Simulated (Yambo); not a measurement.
# SnTe (Fm-3m) in Yambo: notebook, part 2 of 2

Yambo 5.3.0.

## 3. G0W0 quasiparticle levels, PBE (cell squeezed)

g0w00.in

```
gw0
dyson
el_el_corr
rim_cut
HF_and_locXC
ppa
em1d
RandQpts= 1000000
RandGvec= 50 RL
EXXRLvcs= 80 Ry
VXCRLvcs= 80 Ry
Chimod= "HARTREE"
% BndsRnXp
 1 | 115 |
%
NGsBlkXp= 6 Ry
% LongDrXp
 1 | 1 | 1 |
%
PPAPntXp= 27.21138 eV
% GbndRnge
 1 | 115 |
%
GTermKind= "BG"
DysSolver= "n"
ExtendOut
% QPkrange
 1 | 1 | 14 | 17 |
 3 | 3 | 14 | 17 |
%
```

scf.in

```
&CONTROL
  calculation = 'scf'
  prefix = 'pwscf'
  outdir = './tmp'
  pseudo_dir = './pseudo'
/
&SYSTEM
  ibrav = 0
  nat = 2
  ntyp = 2
  ecutwfc = 80
  nbnd = 22
  occupations = 'smearing'
  smearing = 'fd'
  degauss = 0.00367493
  force_symmorphic = .true.
/
&ELECTRONS
  conv_thr = 4d-10
  electron_maxstep = 120
  mixing_beta = 0.5
/
ATOMIC_SPECIES
Te   127.6000 Te.upf
Sn   118.7100 Sn.upf
CELL_PARAMETERS angstrom
   0.0000000000    3.1082657258    3.1082657258
   3.1082657258    0.0000000000    3.1082657258
   3.1082657258    3.1082657258    0.0000000000
ATOMIC_POSITIONS crystal
Te     0.5000000000    0.5000000000    0.5000000000
Sn     0.0000000000    0.0000000000    0.0000000000
K_POINTS automatic
8 8 8 0 0 0
```

nscf.in

```
&CONTROL
  calculation = 'nscf'
  prefix = 'pwscf'
  outdir = './tmp'
  pseudo_dir = './pseudo'
/
&SYSTEM
  ibrav = 0
  nat = 2
  ntyp = 2
  ecutwfc = 80
  nbnd = 115
  occupations = 'fixed'
  force_symmorphic = .true.
/
&ELECTRONS
  conv_thr = 1d-08
  diago_full_acc = .true.
  diago_thr_init = 1d-06
/
ATOMIC_SPECIES
Te   127.6000 Te.upf
Sn   118.7100 Sn.upf
CELL_PARAMETERS angstrom
   0.0000000000    3.1082657258    3.1082657258
   3.1082657258    0.0000000000    3.1082657258
   3.1082657258    3.1082657258    0.0000000000
ATOMIC_POSITIONS crystal
Te     0.5000000000    0.5000000000    0.5000000000
Sn     0.0000000000    0.0000000000    0.0000000000
K_POINTS automatic
4 4 4 0 0 0
```

Potentials or basis: PseudoDojo 0.4.1 SR PBE standard.

The run is started by

```bash
> OMP_NUM_THREADS=1 pw.x -in scf.in > scf.out
> OMP_NUM_THREADS=1 pw.x -in nscf.in > nscf.out
> cd tmp/pwscf.save; p2y; mv SAVE ../..; cd ../..
> OMP_NUM_THREADS=1 yambo
> OMP_NUM_THREADS=1 yambo -F g0w00.in -J g0w00 -C g0w00_out
```

Yambo's report:

```text
[... sections 02.01 to 02.04 as in the set-up run ...]

  [02.05] Energies & Occupations
  ==============================

  [X] === General ===
  [X] Electronic Temperature                        :  0.000000  0.000000 [eV K]
  [X] Bosonic    Temperature                        :  0.000000  0.000000 [eV K]
  [X] Finite Temperature mode                       : no
  [X] El. density                                   :  0.49950E+24 [cm-3]
  [X] Fermi Level                                   :  10.59703 [eV]

  [X] === Gaps and Widths ===
  [X] Conduction Band Min                           :  0.225240 [eV]
  [X] Valence Band Max                              :  0.000000 [eV]
  [X] Filled Bands                                  :  15
  [X] Empty Bands                                   :   16  115
  [X] Direct Gap                                    :  0.225240 [eV]
  [X] Direct Gap localized at k                     :  3
  [X] Indirect Gap                                  :  0.225240 [eV]
  [X] Indirect Gap between kpts                     :  3  3
  [X] Last valence band width                       :  3.930312 [eV]
  [X] 1st conduction band width                     :  3.258653 [eV]

 [03] Transferred momenta grid and indexing
 ==========================================

 IBZ Q-points                                      :   8
 BZ  Q-points                                      :   64

 K/Q-points units:
 rlu = crystal or reduced units; cc = cartesian coordinates; iku = interal k-units

 Q [1]          [rlu]:  0.000000  0.000000  0.000000
 Q [2]          [rlu]:  0.62738E-17  0.62738E-17  0.25000
 Q [3]          [rlu]: -0.12548E-16 -0.12548E-16 -0.50000
 Q [4]          [rlu]: -0.12252E-17  0.25000      0.25000
 Q [5]          [rlu]: -0.96041E-18  0.25000      0.50000
 Q [6]          [rlu]: -0.12548E-16  0.25000     -0.25000
 Q [7]          [rlu]:  0.24504E-17 -0.50000     -0.50000
 Q [8]          [rlu]:  0.250000 -0.500000 -0.250000

 [04] Coloumb potential Random Integration (RIM)
 ===============================================

  [04.01] RIM initialization
  ==========================

  * Diagonal components only detected *

  8 x (sBL volume)        :  0.076501 [a.u.]
  sBZ random points       :  1000000
  Points outside the sBZ  :   7968281
  RL volume               :  0.612010 [a.u.]
  Integrated volume       :  0.614446 [a.u.]

  [04.02] RIM integrals
  =====================

  Gamma point sphere radius             :  0.077003 [a.u.]
  Points outside the sphere             :   800476
  [Int_sBZ(q=0) 1/q^2]*(Vol_sBZ)^(-1/3) =:  7.776341
                                 should be <:  7.795600
  [WR./g0w00//ndb.RIM]------------------------------------------------------------
   Brillouin Zone Q/K grids (IBZ/BZ)                :    8   64    8   64
   Coulomb cutoff potential                         : none
   Coulombian RL components                         :   51
   Coulombian diagonal components                   : yes
   RIM random points                                :  1000000
   RIM  RL volume             [a.u.]                :  0.614446
   Real RL volume             [a.u.]                :  0.612010
   Eps^-1 reference component                       : 0
[... 95 lines left out ...]
  Fragmentation                                    : no
  Electronic Temperature                           :  0.000000 [K]
  Bosonic    Temperature                           :  0.000000 [K]
  Green`s function   wavefunctions                 : Perdew, Burke & Ernzerhof(X)+Perdew, Burke & Ernzerhof(C)
  Total number of QP states                        :   8
  Exchange RL vectors                              :   4957
  Exchange summation bands                         :  15
  RIM RL components                                :   51
  RIM random points                                :  1000000

 [xc] E_xc :  -18.17046 [Ha]
      E_xc :  -36.34092 [Ry]

  Local XC kind (lXC) : Perdew, Burke & Ernzerhof(X)+Perdew, Burke & Ernzerhof(C)
  Non-Local XC kind (nlXC) : Hartree-Fock

  Corrections @ K [1] :  [eV]
 <14|nlXC|14> = -14.60057 -0.56916E-17 <14|lXC|14> = -11.63526  0.000000
 <15|nlXC|15> = -14.60058 -0.29139E-17 <15|lXC|15> = -11.63526  0.000000
 <16|nlXC|16> = -7.399676  0.33789E-18 <16|lXC|16> = -10.94007  0.000000
 <17|nlXC|17> = -7.399687 -0.23133E-17 <17|lXC|17> = -10.94007  0.37763E-15

  Corrections @ K [3] :  [eV]
 <14|nlXC|14> = -14.39700  0.16643E-16 <14|lXC|14> = -11.79150 -0.47204E-16
 <15|nlXC|15> = -9.933638 -0.40971E-17 <15|lXC|15> = -10.12227  0.000000
 <16|nlXC|16> = -10.58264 -0.30714E-17 <16|lXC|16> = -12.10122 -0.94408E-16
 <17|nlXC|17> = -7.987036 -0.78524E-18 <17|lXC|17> = -10.21090  0.000000

 [08] Dyson equation: Newton solver
 ==================================

 [WARNING] Response block size in GW reduced to 137     RL (3432    mHa)

  [08.01] G0W0 (W PPA)
  ====================

  [  GW  ] Bands range     :    1  115
  [GW/PPA] G damping       :  0.100000 [eV]

  QP @ state[ 1 ] K range:  1  1
  QP @ state[ 1 ] b range:  14  17
  QP @ state[ 2 ] K range:  3  3
  QP @ state[ 2 ] b range:  14  17
[... 19 lines left out ...]
   :: Time ordering fails/rest    :  0.496758
   :: Mean rel dev of PP cond     :  0.301486
   Current Q-pt index             :   6
   :: PP condition fails/total    :  0.308381
   :: Time ordering fails/rest    :  0.500424
   :: Mean rel dev of PP cond     :  0.308312
   Current Q-pt index             :   7
   :: PP condition fails/total    :  0.319996
   :: Time ordering fails/rest    :  0.504427
   :: Mean rel dev of PP cond     :  0.319942
   Current Q-pt index             :   8
   :: PP condition fails/total    :  0.312110
   :: Time ordering fails/rest    :  0.496398
   :: Mean rel dev of PP cond     :  0.312042

  [08.02] QP properties and I/O
  =============================

  Legend (energies in eV)
  - B  : Band       - Eo  : bare energy
  - E  : QP energy  - Z   : Renormalization factor
  - So : Sc(Eo)     - S   : Sc(E)
  - dSp: Sc derivative precision

  - lXC: Local XC (Perdew, Burke & Ernzerhof(X)+Perdew, Burke & Ernzerhof(C))
  -nlXC: non-Local XC (Hartree-Fock)

  QP [eV] @ K [1] (iku):  0.000000  0.000000  0.000000
   B=14 Eo= -2.24 E= -3.21 E-Eo= -0.97 Re(Z)=0.77 Im(Z)=-0.282196E-2 nlXC= -14.6006 lXC= -11.6353 So=  1.71345
   B=15 Eo= -2.24 E= -3.21 E-Eo= -0.97 Re(Z)=0.77 Im(Z)=-0.284484E-2 nlXC= -14.6006 lXC= -11.6353 So=  1.71482
   B=16 Eo=  3.48 E=  2.80 E-Eo= -0.68 Re(Z)=0.77 Im(Z)=-0.253055E-2 nlXC= -7.39968 lXC= -10.9401 So= -4.42506
   B=17 Eo=  3.48 E=  2.80 E-Eo= -0.68 Re(Z)=0.77 Im(Z)=-0.179193E-2 nlXC= -7.39969 lXC= -10.9401 So= -4.42178

  QP [eV] @ K [3] (iku): -0.250000 -0.250000  0.250000
   B=14 Eo= -1.90 E= -2.78 E-Eo= -0.88 Re(Z)=0.78 Im(Z)=-0.160946E-2 nlXC= -14.3970 lXC= -11.7915 So=  1.47541
   B=15 Eo=  0.00 E= -0.58 E-Eo= -0.58 Re(Z)=0.79 Im(Z)=-0.151983E-2 nlXC= -9.93364 lXC= -10.1223 So=-0.924049
   B=16 Eo=  0.23 E= -0.45 E-Eo= -0.68 Re(Z)=0.79 Im(Z)=-0.151338E-2 nlXC= -10.5826 lXC= -12.1012 So= -2.38198
   B=17 Eo=  0.32 E= -0.33 E-Eo= -0.64 Re(Z)=0.79 Im(Z)=-0.153383E-2 nlXC= -7.98704 lXC= -10.2109 So= -3.03972

  [WR./g0w00//ndb.QP]-------------------------------------------------------------
   Lattice constants                                :  5.873771  5.873771  5.873771
   Coulomb cutoff potential                         : none
   Electronic Temperature                           :  0.000000 [K]
   Bosonic    Temperature                           :  0.000000 [K]
   Green`s function   energies                      : Perdew, Burke & Ernzerhof(X)+Perdew, Burke & Ernzerhof(C)
   wavefunctions                                    : Perdew, Burke & Ernzerhof(X)+Perdew, Burke & Ernzerhof(C)
   PPA    diel. fun.  energies                      : Perdew, Burke & Ernzerhof(X)+Perdew, Burke & Ernzerhof(C)
   wavefunctions                                    : Perdew, Burke & Ernzerhof(X)+Perdew, Burke & Ernzerhof(C)
   QP tot states                                    :   8
   GW solver                                        : Newton
   GW approximation                                 : PPA
   PPA imaginary Energy                             :  27.21138 ev
   RIM G`s                                          :   51
   RIM random pts                                   :  1000000
   dS/dw steps                                      :  2
   dS/dw step                                       :  0.100000 ev
   X G`s                                            :  137 used
   X G`s                                            :  137 disk
   X bands                                          :    1  115
   X poles                                          :  100.0000 o/o
   X e/h E range                                    : -1.000000 -1.000000 ev
   X Hxc Kernel                                     : HARTREE
   X BZ energy Double Grid                          : no
   X Optical Averaged directions                    : none
   Sc/G bands                                       :    1  115
   Sc/G damping                                     :  0.100000 ev
   Sc bands terminator                              : yes
   Sc terminator kind                               : BG
   Sc Terminator pole                               :  40.81708
   Sx RL components                                 :   4957

   QP @ state[ 1 ] K range                          :  1  1
   QP @ state[ 1 ] b range                          :  14  17
   QP @ state[ 2 ] K range                          :  3  3
   QP @ state[ 2 ] b range                          :  14  17
   GF energies kind                                 : Perdew, Burke & Ernzerhof(X)+Perdew, Burke & Ernzerhof(C)
   GF WF`s kind                                     : Perdew, Burke & Ernzerhof(X)+Perdew, Burke & Ernzerhof(C)
   Xs energies kind                                 : Perdew, Burke & Ernzerhof(X)+Perdew, Burke & Ernzerhof(C)
   Xs WF`s kind                                     : Perdew, Burke & Ernzerhof(X)+Perdew, Burke & Ernzerhof(C)
```

Wall time 4.3 min (1 thread of Intel Xeon Platinum 8488C (Sapphire Rapids), shared host); peak memory 0.48 GiB.

Results:

* Band gap on the k mesh, mean-field level: 0.23 eV, direct
* Quasiparticle gap: 0.13 eV
* Least direct quasiparticle gap: 0.13 eV
* Quasiparticle gap at Γ: 6.01 eV
* Band gap of the same states before the correction: 0.23 eV

Quasiparticle terms (eV):
```csv
k point,band,Kohn-Sham level,Vxc,Σx,Σc,Z,result
"(0.000, 0.000, 0.000)",14,-2.24,-11.64,-14.60,1.71,0.77,-3.21
"(0.000, 0.000, 0.000)",15,-2.24,-11.64,-14.60,1.71,0.77,-3.21
"(0.000, 0.000, 0.000)",16,3.48,-10.94,-7.40,-4.43,0.77,2.80
"(0.000, 0.000, 0.000)",17,3.48,-10.94,-7.40,-4.42,0.77,2.80
"(0.000, 0.000, -0.500)",14,-1.90,-11.79,-14.40,1.48,0.78,-2.78
"(0.000, 0.000, -0.500)",15,0.00,-10.12,-9.93,-0.92,0.79,-0.58
"(0.000, 0.000, -0.500)",16,0.23,-12.10,-10.58,-2.38,0.79,-0.45
"(0.000, 0.000, -0.500)",17,0.32,-10.21,-7.99,-3.04,0.79,-0.33
```

Caveat: the k mesh is coarse (spacing up to 0.44 Å⁻¹), so the values aren't converged; the potentials hold a filled d shell without the s and p states of that shell, which can shift GW gaps by tenths of an eV, either way; this version prints the column dSc/dw multiplied by 27.2; the terminator is approximate in this version, by hundredths of an eV; spin-orbit coupling is left out, which moves the levels of the heavy elements.

## 4. Optical spectrum, PBE (cell squeezed)

optics1.in

```
optics
chi
Chimod= "HARTREE"
% BndsRnXd
 1 | 40 |
%
NGsBlkXd= 3 Ry
% LongDrXd
 1 | 0 | 0 |
%
% QpntsRXd
 1 | 1 |
%
% EnRngeXd
 0 | 20 | eV
%
% DmRngeXd
 0.1 | 0.1 | eV
%
ETStpsXd= 200
```

scf.in is that of step 3.

nscf.in is that of step 3.

Potentials or basis: PseudoDojo 0.4.1 SR PBE standard.

The run is started by

```bash
> OMP_NUM_THREADS=1 pw.x -in scf.in > scf.out
> OMP_NUM_THREADS=1 pw.x -in nscf.in > nscf.out
> cd tmp/pwscf.save; p2y; mv SAVE ../..; cd ../..
> OMP_NUM_THREADS=1 yambo
> OMP_NUM_THREADS=1 yambo -F optics1.in -J optics1 -C optics1_out
```

Yambo's report:

```text
[... sections 02.01 to 02.04 as in the set-up run ...]

  [02.05] Energies & Occupations
  ==============================

  [X] === General ===
  [X] Electronic Temperature                        :  0.000000  0.000000 [eV K]
  [X] Bosonic    Temperature                        :  0.000000  0.000000 [eV K]
  [X] Finite Temperature mode                       : no
  [X] El. density                                   :  0.49950E+24 [cm-3]
  [X] Fermi Level                                   :  10.59703 [eV]

  [X] === Gaps and Widths ===
  [X] Conduction Band Min                           :  0.225240 [eV]
  [X] Valence Band Max                              :  0.000000 [eV]
  [X] Filled Bands                                  :  15
  [X] Empty Bands                                   :   16  115
  [X] Direct Gap                                    :  0.225240 [eV]
  [X] Direct Gap localized at k                     :  3
  [X] Indirect Gap                                  :  0.225240 [eV]
  [X] Indirect Gap between kpts                     :  3  3
  [X] Last valence band width                       :  3.930312 [eV]
  [X] 1st conduction band width                     :  3.258653 [eV]

 [03] Transferred momenta grid and indexing
 ==========================================

 IBZ Q-points                                      :   8
 BZ  Q-points                                      :   64

 K/Q-points units:
 rlu = crystal or reduced units; cc = cartesian coordinates; iku = interal k-units

 Q [1]          [rlu]:  0.000000  0.000000  0.000000
 Q [2]          [rlu]:  0.62738E-17  0.62738E-17  0.25000
 Q [3]          [rlu]: -0.12548E-16 -0.12548E-16 -0.50000
 Q [4]          [rlu]: -0.12252E-17  0.25000      0.25000
 Q [5]          [rlu]: -0.96041E-18  0.25000      0.50000
 Q [6]          [rlu]: -0.12548E-16  0.25000     -0.25000
 Q [7]          [rlu]:  0.24504E-17 -0.50000     -0.50000
 Q [8]          [rlu]:  0.250000 -0.500000 -0.250000

 [04] Dipoles
 ============

  [04.01] Setup: observables and procedures
  =========================================

  [WF-Oscillators/G space/Transverse up loader] Normalization (few states)  min/max  :  0.32598E-17   1.0000

  [WR./optics1//ndb.dipoles]------------------------------------------------------
   Brillouin Zone Q/K grids (IBZ/BZ)                :    8   64    8   64
   RL vectors                                       :   5961 [WF]
   Fragmentation                                    : yes
   Electronic Temperature                           :  0.000000 [K]
   Bosonic    Temperature                           :  0.000000 [K]
   DIP band range                                   :    1   40
   DIP band range limits                            :  15  16
   DIP e/h energy range                             : -1.000000 -1.000000 [eV]
   RL vectors in the sum                            :   5961
   [r,Vnl] included                                 : yes
   Bands ordered                                    : yes
   Direct v evaluation                              : no
   Approach used                                    : G-space v
   Dipoles computed                                 : R V P [G-space]
   Wavefunctions                                    : Perdew, Burke & Ernzerhof(X)+Perdew, Burke & Ernzerhof(C)

  [WARNING] [r,Vnl^pseudo] included in position and velocity dipoles.

  [WARNING] In case H contains other non local terms, these are neglected

 [05] Optics
 ===========

 [X-CG] R(p) Tot o/o(of R):   1701  24000    100
```

Run time: 69 s. Hardware: 1 thread of Intel Xeon Platinum 8488C (Sapphire Rapids), shared host; peak memory 0.33 GiB.

What came out:

```yaml
Band_gap_on_the_k_mesh_mean-field_level: 0.23 eV, direct
Electronic_dielectric_constant_along_the_field: 135.86
Electronic_dielectric_constant_along_the_field_independent_particles: 151.52
```

Dielectric function (along the field direction of the input):
```csv
energy (eV),real part,imaginary part
0.30,-16.32,126.68
1.31,34.80,8.97
2.31,-27.94,32.53
3.32,-0.96,9.07
4.42,-4.80,1.94
5.43,0.98,3.31
6.43,-2.51,1.98
7.54,-2.86,3.05
8.54,-1.14,2.75
9.55,-0.96,0.44
10.65,0.30,0.83
11.66,-0.46,0.38
12.66,0.03,0.34
13.77,0.25,0.50
14.77,0.05,0.34
15.78,0.48,0.16
16.88,0.74,0.26
17.89,0.68,0.21
18.89,0.46,0.33
20.00,0.59,0.19
```

Caveat: the k mesh is coarse (spacing up to 0.44 Å⁻¹), so the values aren't converged; spectra need much finer meshes, so this one isn't converged; these spectra lack excitons; spin-orbit coupling is left out, which moves the levels of the heavy elements. A k mesh can miss the band edges.
